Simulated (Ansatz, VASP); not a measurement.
One calculation of Ga, two programs

INCAR

```
SYSTEM = Ga
  PREC = Accurate
  ENCUT = 520
  EDIFF = 1E-6
  ISMEAR = 0
  SIGMA = 0.1
  LREAL = .FALSE.
  LASPH = .TRUE.
  NELM = 100
  ALGO = Normal
  ISIF = 2
  LWAVE = .FALSE.
  LCHARG = .TRUE.
  GGA = PS
  LELF = .TRUE.
  LVHAR = .TRUE.
  NBANDS = 34
```

File KPOINTS:

```
Automatic mesh
0
G
  12 12 10
  0 0 0
```

POSCAR

```
Ga
1.0
    2.2835193215     -3.8625352000      0.0000000000
    2.2835193215      3.8625352000      0.0000000000
    0.0000000000      0.0000000000      4.6363925500
Ga
4
Direct
    0.1213359868      0.8786640132      0.0617254313
    0.6213359868      0.3786640132      0.4382745687
    0.8786640132      0.1213359868      0.9382745687
    0.3786640132      0.6213359868      0.5617254313
```

Input for Ansatz:

```yaml
crystal:
  lattice:
    - [2.2835193215, -3.8625352, 0.0]
    - [2.2835193215, 3.8625352, 0.0]
    - [0.0, 0.0, 4.63639255]
  atoms:
    - { symbol: Ga, position: [0.1213359868, 0.8786640132, 0.0617254313] }
    - { symbol: Ga, position: [0.6213359868, 0.3786640132, 0.4382745687] }
    - { symbol: Ga, position: [0.8786640132, 0.1213359868, 0.9382745687] }
    - { symbol: Ga, position: [0.3786640132, 0.6213359868, 0.5617254313] }
basis:
  ecutwfc: 420
kpoints:
  mp_grid: { grid: [12, 12, 10] }
hamiltonian:
  xc: pbesol
scf:
  occupations: { method: gaussian, width: 0.1 }
output:
  forces: true
  stress: true
  eigenvalues: true
```

Alike in both runs: task single point; functional PBEsol; k mesh 12 × 12 × 10; occupations gaussian, width 0.1 eV; no spin polarisation.

|  | VASP | Ansatz |
| --- | --- | --- |
| version | VASP 6.6.1 | Ansatz 0.2.0 |
| potentials or method | VASP PAW PBE potentials, release 64 (Ga_d) | scalar-relativistic, plane waves, PAW |
| plane-wave cutoff (eV) | 520 | 420 |
| valence electrons in the cell | 52 | 52 |

|  | VASP | Ansatz | Ansatz less VASP |
| --- | --- | --- | --- |
| gap on the k mesh at the Fermi level (eV) | none | none | - |
| pressure (GPa) | 12.4 | 11.7 | -0.79 |
| largest component of the traceless stress (GPa) | 35.51 | 34.15 | -1.369 |
| rms of the force components (eV/Å) | 5.239 | 5.055 | -0.1835 |

Atom by atom the forces differ by 0.183 eV/Å (rms over components). A gap of «none» marks a metal or a gap that the smearing closes.

Caveats: the PAW data sets were made with another functional, which shifts forces and pressure a little (VASP).
